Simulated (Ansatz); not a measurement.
# BAs: how the settings move a single-point run

Aim: see which settings change the result for BAs, by how much, and at what cost.

Program: Ansatz 0.2.0. Level of theory: reference: DFT, HSE06, plane waves, PAW. These are calculated values, not measurements.

3 further runs of the same task are left out: 3 that didn't finish.

### Step 1. Starting point

It takes space group F-43m (No. 216, cubic). Conventional cell: a = 4.784 Å, b = 4.784 Å, c = 4.784 Å, α = 90.00°, β = 90.00°, γ = 90.00°. B (site symmetry -43m) has 4 As at 2.07 Å as nearest neighbours. As (site symmetry -43m) is surrounded by 4 B at 2.07 Å.

As a file:

```cif
data_structure
_symmetry_space_group_name_H-M 'P 1'
_symmetry_Int_Tables_number 1
_cell_length_a 3.3826
_cell_length_b 3.3826
_cell_length_c 3.3826
_cell_angle_alpha 60.000
_cell_angle_beta 60.000
_cell_angle_gamma 60.000
_cell_volume 27.37
loop_
_atom_site_label
_atom_site_type_symbol
_atom_site_fract_x
_atom_site_fract_y
_atom_site_fract_z
_atom_site_occupancy
B1 B 0.00000 0.00000 0.00000 1
As1 As 0.25000 0.25000 0.25000 1
```

### Step 2. Reference

The input, input.yaml:

```yaml
crystal:
  lattice:
    - [0.0, 2.3918676038, 2.3918676038]
    - [2.3918676038, 0.0, 2.3918676038]
    - [2.3918676038, 2.3918676038, 0.0]
  atoms:
    - { symbol: B, position: [0.0, 0.0, 0.0] }
    - { symbol: As, position: [0.25, 0.25, 0.25] }
kpoints:
  mp_grid: { grid: [4, 4, 4] }
hamiltonian:
  xc: hse06
scf:
  occupations: { method: fixed }
  n_extra_bands: 4
output:
  forces: true
  stress: true
  eigenvalues: true
```

Started as:

```console
> ansatz run input.yaml --threads 4 --pin off --max-ram 3686MiB --backend cpu --events-out ev --progress --plain --runs-dir out
```

### Step 3. Variant: mp_grid.grid [6, 6, 6], xc pbesol

input.yaml, as its differences from that of step 2:

```diff
@@ -9,5 +9,5 @@
 kpoints:
-  mp_grid: { grid: [4, 4, 4] }
+  mp_grid: { grid: [6, 6, 6] }
 hamiltonian:
-  xc: hse06
+  xc: pbesol
 scf:
```

### Step 4. Changing settings: exchange pbe, correlation pbe, coeff 0.1

input.yaml, as its differences from that of step 2:

```diff
@@ -11,3 +11,3 @@
 hamiltonian:
-  xc: hse06
+  xc: { exchange: pbe, correlation: pbe, exx: { coeff: 0.1 } }
 scf:
```

### Step 5. Variant: exchange pbe, correlation pbe, coeff 0.75

input.yaml, as its differences from that of step 2:

```diff
@@ -11,3 +11,3 @@
 hamiltonian:
-  xc: hse06
+  xc: { exchange: pbe, correlation: pbe, exx: { coeff: 0.75 } }
 scf:
```

### Step 6. Changed: exchange pbe, correlation pbe, coeff 0.35, omega 0.3

input.yaml, as its differences from that of step 2:

```diff
@@ -11,3 +11,3 @@
 hamiltonian:
-  xc: hse06
+  xc: { exchange: pbe, correlation: pbe, exx: { coeff: 0.35, omega: 0.3 } }
 scf:
```

### Step 7. Changing settings: exchange pbe, correlation pbe, coeff 0.05

input.yaml, as its differences from that of step 2:

```diff
@@ -11,3 +11,3 @@
 hamiltonian:
-  xc: hse06
+  xc: { exchange: pbe, correlation: pbe, exx: { coeff: 0.05 } }
 scf:
```

### Step 8. Changed: n_extra_bands 24

input.yaml, as its differences from that of step 2:

```diff
@@ -14,3 +14,3 @@
   occupations: { method: fixed }
-  n_extra_bands: 4
+  n_extra_bands: 24
 output:
```

**Question.** What will these runs give? Wanted: for each run, ending; energy change; pressure; gap; force.

As calculated:

```
                                                    run     ending   energy change  pressure (GPa)  gap (eV)  force (eV/Å)  cycles    time
                                              reference  converged               0            -0.5      2.11          0.00      12   4.1 s
                   1: mp_grid.grid [6, 6, 6], xc pbesol  converged  not comparable            -1.3      1.19          0.00       6  0.56 s
            2: exchange pbe, correlation pbe, coeff 0.1  converged  not comparable             1.4      1.98          0.00      10   3.8 s
           3: exchange pbe, correlation pbe, coeff 0.75  converged  not comparable            -6.3      5.79          0.00      19   4.3 s
4: exchange pbe, correlation pbe, coeff 0.35, omega 0.3  converged  not comparable            -1.2      2.13          0.00      13     4 s
           5: exchange pbe, correlation pbe, coeff 0.05  converged  not comparable             2.1      1.70          0.00      10   3.2 s
                                    6: n_extra_bands 24  converged    0.0 meV/atom            -0.4      2.11          0.00      12     4 s
```

Residual by cycle in the longest SCF loop of each run; runs are numbered as in the table. The quantity is the density residual dr2, in eV.

```
cycle  reference    run 1   run 2    run 3   run 4   run 5    run 6
    1    0.00595  0.00772  9.4e-4   2.4e-5  0.0108  2.3e-4  0.00601
    2    0.00168   3.1e-4  2.9e-4   5.4e-6  0.0029  7.7e-5  0.00174
    3     3.6e-4   2.4e-5  4.3e-5   8.5e-7  7.7e-4  9.4e-6   3.9e-4
    4     5.2e-5   3.2e-6  3.8e-6   9.6e-8  1.3e-4  1.5e-6   4.0e-5
    5     1.9e-6   4.6e-8  1.3e-7   2.4e-8  1.1e-5  7.2e-8   1.9e-6
    6          -  1.3e-10       -   5.4e-9  4.0e-6       -        -
    7          -        -       -  8.7e-11       -       -        -
```

**Reading.** «n_extra_bands 24» leaves the energy as it was. Of the variants the dearest is «exchange pbe, correlation pbe, coeff 0.75» (4.3 s), the cheapest «mp_grid.grid [6, 6, 6], xc pbesol» (0.56 s), on a shared host.
